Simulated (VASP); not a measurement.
# Ni (Fm-3m) in VASP: a series of runs, part 2 of 3

VASP 6.6.1. The steps go on from the part before.

**3. Relaxation of cell and atoms, PBE+U, collinear spin, ferromagnetic start**

This run uses another cell than the first one, of 10.68 Å³/atom, 0.976 times its volume.

Contents of INCAR:

```
  ALGO = Normal
  EDIFF = 1E-7
  EDIFFG = -0.002
  ENCUT = 520
  GGA = PE
  IBRION = 2
  ISIF = 3
  ISMEAR = 0
  ISPIN = 2
  LASPH = True
  LCHARG = False
  LDAU = True
  LDAUJ = 0
  LDAUL = 2
  LDAUPRINT = 1
  LDAUTYPE = 2
  LDAUU = 2
  LMAXMIX = 4
  LORBIT = 11
  LREAL = False
  LWAVE = False
  MAGMOM = 0.8
  NELM = 150
  NSW = 80
  PREC = Accurate
  SIGMA = 0.1
```

Contents of KPOINTS:

```
k-points
0
Gamma
  20 20 20
```

Contents of POSCAR:

```
Ni                                      
1.0
   -0.0000000000      1.7478457024      1.7478457024
    1.7478457024      0.0000000000      1.7478457024
    1.7478457024      1.7478457024      0.0000000000
  Ni            
     1
Direct
     0.0000000000000000    0.0000000000000000    0.0000000000000000
```

Potentials or basis: VASP PAW PBE potentials, release 64 (Ni).

On the command line:

```sh
$ cat potpaw_PBE.64/Ni/POTCAR > POTCAR
$ mpirun -np 1 vasp_std > vasp.out
```

OUTCAR:

```text
EDIFF = 1E-7
   EDIFFG = -0.002
   ENCUT = 520
   GGA = PE
   IBRION = 2
   ISIF = 3
   ISMEAR = 0
   ISPIN = 2
   LASPH = True
   LORBIT = 11
   LREAL = False
   NELM = 150
   NSW = 80
   PREC = Accurate

 ion  position               nearest neighbor table
   1  0.000  0.000  0.000-

  LATTYP: Found a face centered cubic cell.
 ALAT       =     3.4956914048

  Lattice vectors:

 A1 = (   0.0000000000,   1.7478457024,   1.7478457024)
 A2 = (   1.7478457024,   0.0000000000,   1.7478457024)
 A3 = (   1.7478457024,   1.7478457024,   0.0000000000)

Analysis of symmetry for initial positions (statically):
=====================================================================
 Subroutine PRICEL returns:
 Original cell was already a primitive cell.

 Routine SETGRP: Setting up the symmetry group for a
 face centered cubic supercell.

 Subroutine GETGRP returns: Found 48 space group operations
 (whereof 48 operations were pure point group operations)
 out of a pool of 48 trial point group operations.

The static configuration has the point symmetry O_h .

Analysis of symmetry for dynamics (positions and initial velocities):
=====================================================================
 Subroutine PRICEL returns:
 Original cell was already a primitive cell.

 Routine SETGRP: Setting up the symmetry group for a
 face centered cubic supercell.

 Subroutine GETGRP returns: Found 48 space group operations
 (whereof 48 operations were pure point group operations)
 out of a pool of 48 trial point group operations.

The dynamic configuration has the point symmetry O_h .

Analysis of structural, dynamic, and magnetic symmetry:
=====================================================================
 Subroutine PRICEL returns:
 Original cell was already a primitive cell.

 Routine SETGRP: Setting up the symmetry group for a
 face centered cubic supercell.

 Subroutine GETGRP returns: Found 48 space group operations
 (whereof 48 operations were pure point group operations)
 out of a pool of 48 trial point group operations.

The overall configuration has the point symmetry O_h .

 Subroutine INISYM returns: Found 48 space group operations
 (whereof 48 operations are pure point group operations),
 and found     1 'primitive' translations

----------------------------------------------------------------------------------------

                                     Primitive cell

  volume of cell :      10.6792

  direct lattice vectors                    reciprocal lattice vectors
     0.000000000  1.747845702  1.747845702    -0.286066441  0.286066441  0.286066441
     1.747845702  0.000000000  1.747845702     0.286066441 -0.286066441  0.286066441
     1.747845702  1.747845702  0.000000000     0.286066441  0.286066441 -0.286066441

  length of vectors
     2.471827097  2.471827097  2.471827097     0.495481611  0.495481611  0.495481611

  position of ions in fractional coordinates (direct lattice)
[... 110 lines left out ...]
   LEPSILON=     F    determine dielectric tensor
   LRPA    =     F    only Hartree local field effects (RPA)
 conjugate gradient relaxation of ions
 spin polarized calculation
 Gauss-broadening in eV      SIGMA  =   0.10
  energy-cutoff  :      520.00
  volume of cell :       10.68
 maximum number of plane-waves:       302
   NGX =  9   NGY =  9   NGZ =  9

atom =   1  type =  1  l = 2

 onsite density matrix

spin component  1

  0.9125 -0.0000 -0.0000 -0.0000 -0.0000
 -0.0000  0.9125 -0.0000 -0.0000  0.0000
 -0.0000 -0.0000  0.9218 -0.0000 -0.0000
 -0.0000 -0.0000 -0.0000  0.9125 -0.0000
 -0.0000  0.0000 -0.0000 -0.0000  0.9218

spin component  2

  0.7005  0.0000  0.0000  0.0000  0.0000
  0.0000  0.7005  0.0000  0.0000 -0.0000
  0.0000  0.0000  0.8731  0.0000 -0.0000
  0.0000  0.0000  0.0000  0.7005  0.0000
  0.0000 -0.0000 -0.0000  0.0000  0.8731

 occupancies and eigenvectors

  o =  0.7005  v =  0.0000  0.0000  0.0000  0.0000  0.0000  0.0000 -0.0768 -0.0000  0.9970 -0.0000      0.0000  0.0000  0.0000  0.0000  0.0000  0.0000  0.0000  0.0000  0.0000  0.0000
  o =  0.7005  v =  0.0000  0.0000  0.0000  0.0000  0.0000  0.0000 -0.9970  0.0000 -0.0768 -0.0000      0.0000  0.0000  0.0000  0.0000  0.0000  0.0000  0.0000  0.0000  0.0000  0.0000
  o =  0.7005  v =  0.0000  0.0000  0.0000  0.0000  0.0000  1.0000  0.0000  0.0000  0.0000  0.0000      0.0000  0.0000  0.0000  0.0000  0.0000  0.0000  0.0000  0.0000  0.0000  0.0000
  o =  0.8731  v =  0.0000  0.0000  0.0000  0.0000  0.0000  0.0000  0.0000  0.2629  0.0000  0.9648      0.0000  0.0000  0.0000  0.0000  0.0000  0.0000  0.0000  0.0000  0.0000  0.0000
  o =  0.8731  v =  0.0000  0.0000  0.0000  0.0000  0.0000  0.0000 -0.0000 -0.9648 -0.0000  0.2629      0.0000  0.0000  0.0000  0.0000  0.0000  0.0000  0.0000  0.0000  0.0000  0.0000
  o =  0.9125  v =  0.0000  0.4597 -0.0000 -0.8881  0.0000  0.0000  0.0000  0.0000  0.0000  0.0000      0.0000  0.0000  0.0000  0.0000  0.0000  0.0000  0.0000  0.0000  0.0000  0.0000
  o =  0.9125  v =  1.0000  0.0000  0.0000  0.0000  0.0000  0.0000  0.0000  0.0000  0.0000  0.0000      0.0000  0.0000  0.0000  0.0000  0.0000  0.0000  0.0000  0.0000  0.0000  0.0000
  o =  0.9125  v =  0.0000 -0.8881 -0.0000 -0.4597  0.0000  0.0000  0.0000  0.0000  0.0000  0.0000      0.0000  0.0000  0.0000  0.0000  0.0000  0.0000  0.0000  0.0000  0.0000  0.0000
  o =  0.9218  v =  0.0000  0.0000 -0.0021  0.0000  1.0000  0.0000  0.0000  0.0000  0.0000  0.0000      0.0000  0.0000  0.0000  0.0000  0.0000  0.0000  0.0000  0.0000  0.0000  0.0000
  o =  0.9218  v =  0.0000  0.0000  1.0000 -0.0000  0.0021  0.0000  0.0000  0.0000  0.0000  0.0000      0.0000  0.0000  0.0000  0.0000  0.0000  0.0000  0.0000  0.0000  0.0000  0.0000

 number of electron      10.0000008 magnetization       0.6679866

 Free energy of the ion-electron system (eV)
  ---------------------------------------------------
  ext. energy  EPLUGINS =         0.00000000
  ---------------------------------------------------
  free energy    TOTEN  =        -4.19378041 eV

  energy without entropy =       -4.18629842  energy(sigma->0) =       -4.19003942

 E-fermi :   9.4067     XC(G=0): -13.3305

 val. band max:        9.4004553732   @ k =   0.3500   0.2000   0.1000
 cond. band min:       9.4076199091   @ k =  -0.3500   0.3000   0.0000
 fundamental gap:      0.0071645359
 Fermi energy:         9.4066733447

 spin component 1

 k-point     1 :       0.0000    0.0000    0.0000
  band No.  band energies     occupation
      1       0.5333      1.00000
      2       6.4778      1.00000
      3       6.4778      1.00000
      4       6.4778      1.00000
      5       7.7577      1.00000
      6       7.7577      1.00000
      7      33.5638      0.00000
      8      37.5675      0.00000
      9      37.5675      0.00000
[... 557 lines left out ...]
 k-point    24 :      -0.3500    0.0500    0.0000
  band No.  band energies     occupation
      1       4.4909      1.00000
      2       7.4578      1.00000
      3       7.5218      1.00000
      4       7.7240      1.00000
      5       9.1755      0.99946
      6       9.4954      0.10478
      7      19.1111      0.00000
      8      31.3515      0.00000
      9      33.9169      0.00000

 [... further k-points ...]

------------------------ aborting loop because EDIFF is reached ----------------------------------------

  FORCE on cell =-STRESS in cart. coord.  units (eV):
  Direction    XX          YY          ZZ          XY          YZ          ZX
  --------------------------------------------------------------------------------------
  -------------------------------------------------------------------------------------
  Total        0.0018723      0.0018723      0.0018723      0.0000000      0.0000000      0.0000000
  in kB        0.2809018      0.2809018      0.2809018      0.0000000      0.0000000      0.0000000
  external PRESSURE =       0.2809018 kB  Pullay stress =       0.0000000 kB

 VOLUME and BASIS-vectors are now :
 -----------------------------------------------------------------------------
  energy-cutoff  :      520.00
  volume of cell :       10.68
      direct lattice vectors                 reciprocal lattice vectors
     0.000000000  1.747845702  1.747845702    -0.286066441  0.286066441  0.286066441
     1.747845702  0.000000000  1.747845702     0.286066441 -0.286066441  0.286066441
     1.747845702  1.747845702  0.000000000     0.286066441  0.286066441 -0.286066441

 POSITION                                       TOTAL-FORCE (eV/Angst)
 -----------------------------------------------------------------------------------
      0.00000      0.00000      0.00000         0.000000      0.000000      0.000000
 -----------------------------------------------------------------------------------
    total drift:                                0.000000     -0.000000     -0.000000

  FREE ENERGIE OF THE ION-ELECTRON SYSTEM (eV)
  ---------------------------------------------------
  free  energy   TOTEN  =        -4.1937804146 eV

  energy  without entropy=       -4.1862984200  energy(sigma->0) =       -4.19003942

 reached required accuracy - stopping structural energy minimisation

 total charge

# of ion       s       p       d       tot
------------------------------------------
    1        0.498   0.488   8.401   9.387

 magnetization (x)

# of ion       s       p       d       tot
------------------------------------------
    1       -0.011  -0.036   0.735   0.688
```

CONTCAR:

```text
Ni
   1.00000000000000
     0.0000000000000000    1.7478457024000000    1.7478457024000000
     1.7478457024000000    0.0000000000000000    1.7478457024000000
     1.7478457024000000    1.7478457024000000    0.0000000000000000
  Ni
     1
Direct
     0.0000000000000000    0.0000000000000000    0.0000000000000000

  0.00000000E+00  0.00000000E+00  0.00000000E+00
```

Wall time 30 s (1 thread of Intel Xeon Platinum 8488C (Sapphire Rapids), shared host); peak memory 0.15 GiB.

What came out:

```yaml
Free_energy: -4.1938 eV
Pressure_after_relaxing: 0.0 GPa
Band_gap_on_the_k_mesh: none (metal or under the smearing width)
Net_moment: 0.67 μB per cell
Site_moments: Ni +0.69 μB
Valence_electrons_inside_the_program's_atomic_spheres: Ni 9.39
```

Final structure:
```
Ni
1.0
     0.00000    1.74785    1.74785
     1.74785    0.00000    1.74785
     1.74785    1.74785    0.00000
Ni
1
Direct
  0.00000 0.00000 0.00000
```

Eigenvalues of the final occupation matrices:
| site | spin | trace | eigenvalues |
| --- | --- | --- | --- |
| site 1 d | 1 | 4.58 | 0.91 0.91 0.91 0.92 0.92 |
| site 1 d | 2 | 3.85 | 0.70 0.70 0.70 0.87 0.87 |

Caveat: the relaxation stopped at its first step, so nothing moved; the U is typed as a test and isn't derived for this compound. The state reached can hang on the start; a lower one may exist.

**4. Single point, PBE+U, collinear spin, ferromagnetic start**

This run uses another cell than the first one, of 10.68 Å³/atom, 0.976 times its volume.

Contents of INCAR:

```
ALGO = Normal
EDIFF = 1E-7
ENCUT = 520
GGA = PE
ISIF = 2
ISMEAR = 0
ISPIN = 2
LASPH = True
LCHARG = False
LDAU = True
LDAUJ = 0
LDAUL = 2
LDAUPRINT = 1
LDAUTYPE = 2
LDAUU = 2
LMAXMIX = 4
LORBIT = 11
LREAL = False
LWAVE = False
MAGMOM = 0.8
NELM = 150
PREC = Accurate
SIGMA = 0.1
```

KPOINTS is that of step 3.

POSCAR: that of step 3 with these lines changed.

```diff
@@ -2,3 +2,3 @@
 1.0
-   -0.0000000000      1.7478457024      1.7478457024
+    0.0000000000      1.7478457024      1.7478457024
     1.7478457024      0.0000000000      1.7478457024
```

On the command line:

```sh
$ cat potpaw_PBE.64/Ni/POTCAR > POTCAR
$ mpirun -np 1 vasp_std > vasp.out
```

It took 30 s on 1 thread of Intel Xeon Platinum 8488C (Sapphire Rapids), shared host; peak memory 0.15 GiB.

It converged, with:

```
Free energy                                           : -4.1938 eV
Pressure                                              : 0.0 GPa
Band gap on the k mesh                                : none (metal or under the smearing width)
Net moment                                            : 0.67 μB per cell
Site moments                                          : Ni +0.69 μB
Valence electrons inside the program's atomic spheres : Ni 9.39
```

Levels at points of the mesh, in eV from the Fermi level:
Spin up:
| k point | band 1 | band 2 | band 3 | band 4 | band 5 | band 6 | band 7 | band 8 | band 9 |
| --- | --- | --- | --- | --- | --- | --- | --- | --- | --- |
| (0.00, 0.00, 0.00) | -8.87 | -2.93 | -2.93 | -2.93 | -1.65 | -1.65 | 24.16 | 28.16 | 28.16 |
| (0.50, 0.00, 0.00) | -5.23 | -2.87 | -2.87 | -1.01 | -1.01 | -0.06 | 5.73 | 22.62 | 25.27 |
| (0.50, 0.50, 0.00) | -5.08 | -4.74 | -0.91 | -0.91 | -0.91 | 2.73 | 9.30 | 15.27 | 15.27 |
Spin down:
```
           k point  band 3  band 4  band 5  band 6  band 7  band 8
(0.00, 0.00, 0.00)   -1.64   -1.64   -1.00   -1.00   23.91   28.09
(0.50, 0.00, 0.00)   -2.03   -0.16    0.14    0.14    6.40   22.42
(0.50, 0.50, 0.00)   -0.24    0.52    0.52    2.65    9.56   15.25
```

Eigenvalues of the final occupation matrices:
| site | spin | trace | eigenvalues |
| --- | --- | --- | --- |
| site 1 d | 1 | 4.58 | 0.91 0.91 0.91 0.92 0.92 |
| site 1 d | 2 | 3.85 | 0.70 0.70 0.70 0.87 0.87 |

Caveat: the U is typed as a test and isn't derived for this compound.

(Part 2 of 3 ends here.)
